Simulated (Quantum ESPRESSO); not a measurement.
Crystal: MgB2.

```
Mg B
1.0
     3.08500    0.00000    0.00000
    -1.54250    2.67169    0.00000
     0.00000    0.00000    3.52300
Mg B
1 2
Direct
  0.00000 0.00000 0.00000
  0.66667 0.33333 0.50000
  0.33333 0.66667 0.50000
```

```yaml
Program: Quantum ESPRESSO 7.5
Task: phonons
Functional: PBE
Potentials_or_basis: SG15 PBE 1.2
Cutoff: 952 eV
Density_cutoff: 3810 eV
k_mesh: 8 × 8 × 7
Occupations: cold, width 0.2 eV
Spin: no spin polarisation
Mixing_beta: 0.5
Most_SCF_iterations: 120
SCF_threshold: 6e-10 Ry
```

Q: What is the highest optical frequency at the zone centre?

A: 694 cm⁻¹, a mode of symmetry B1g (silent).

Optical modes at Γ, degenerate ones joined:
```csv
cm⁻¹,components,symmetry,active in
332,2,E1u,IR
394,1,A2u,IR
514,2,E2g,Raman
694,1,B1g,silent
```

Caveat: the mesh is thin for the phonons of a metal.
